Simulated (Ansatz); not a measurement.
The system is ZrC.

```
CELL_PARAMETERS angstrom
0.00000 2.36500 2.36500
2.36500 0.00000 2.36500
2.36500 2.36500 0.00000
ATOMIC_POSITIONS crystal
Zr 0.50000 0.50000 0.50000
C 0.00000 0.00000 0.00000
```

| Item | Value |
| --- | --- |
| Program | Ansatz 0.2.0 |
| Task | relaxation of cell and atoms |
| Functional | BLYP |
| Potentials or basis | Ansatz PAW earlier set |
| Cutoff | 820 eV (not typed: the program's choice for these potentials) |
| k mesh | 10 × 10 × 10 |
| Occupations | gaussian, width 0.02 eV |
| Spin | collinear spin, ferromagnetic start |
| Starting moments | [0.5, 0.0] μB |

At the start: volume 13.23 Å³/atom.

Question: Where does the relaxation end?

Answer: It ends after 5 steps and the volume is 13.49 Å³/atom (+2.0 %); space group Fm-3m (No. 225, to 0.05 Å); moment 0.00 μB per cell.

The path:
```csv
step,energy change (eV),largest force (eV/Å),volume (Å³)
1,0.0000,0.0000,26.46
2,-0.0013,0.0000,27.46
3,-0.0067,0.0000,26.99
4,-0.0067,0.0000,26.98
5,-0.0068,0.0000,26.98
```

Final structure:
```
CELL_PARAMETERS angstrom
0.00000 2.38046 2.38046
2.38046 0.00000 2.38046
2.38046 2.38046 0.00000
ATOMIC_POSITIONS crystal
Zr 0.50000 0.50000 0.50000
C 0.00000 0.00000 0.00000
```

Caveat: the plane-wave basis is chosen anew once the cell has moved, so the energies of steps on either side of that aren't comparable; the PAW data sets come from PBE, with cores solved anew for the run's functional, which leaves a small shift of forces and pressure; the starting moments weren't kept.
